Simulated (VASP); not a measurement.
Set up this calculation in VASP 6.6.1, as the native input.

* Task: electrostatic potential
* Functional: PBE
* Dispersion: D3(BJ)
* Potentials or basis: VASP PAW PBE potentials, release 64 (Si)
* Cutoff: 520 eV
* k mesh: 10 × 10 × 10
* Occupations: gaussian, width 0.02 eV
* Spin: no spin polarisation
* Further INCAR settings: ALGO = Normal; EDIFF = 1e-07

The structure of Si lies in POSCAR:

```
Si                                      
1.0
   -0.0000000000      2.7099401356      2.7099401356
    2.7099401356     -0.0000000000      2.7099401356
    2.7099401356      2.7099401356     -0.0000000000
  Si            
     2
Direct
     0.0000000000000000    0.0000000000000000    0.0000000000000000
     0.2500000000000000    0.2500000000000000    0.2500000000000000
```

The cell was built by a generator and needn't be a form met in nature.

One way to write it, as run:

INCAR

```
PREC     = Accurate       # precision mode
ENCUT    = 520            # plane-wave cutoff, eV
EDIFF    = 1E-7           # SCF threshold, eV
ISMEAR   = 0              # smearing method
SIGMA    = 0.02           # smearing width, eV
LREAL    = False          # projectors in reciprocal space
LASPH    = True           # aspherical terms in the spheres
NELM     = 80             # most SCF steps
ALGO     = Normal         # electronic algorithm
ISIF     = 2              # what is computed and relaxed
LWAVE    = False          # write WAVECAR
LCHARG   = True           # write CHGCAR
GGA      = PE             # functional
IVDW     = 12             # dispersion correction
LVHAR    = True
```

KPOINTS

```
Automatic mesh
0
Gamma
  10 10 10
```

Potentials or basis: VASP PAW PBE potentials, release 64 (Si).

The run is started by

```sh
$ cat potpaw_PBE.64/Si/POTCAR > POTCAR
$ mpirun -np 1 vasp_std > vasp.out
```

It gave:

```yaml
Pressure: 0.0 GPa
Band_gap_on_the_k_mesh: 0.57 eV, indirect (least direct gap 2.57 eV)
Dispersion_energy_per_atom: -0.316 eV
```

Wall time 7.5 s on 1 thread of Intel(R) Xeon(R) 6975P-C (Granite Rapids) (shared host), peak memory 0.16 GiB.
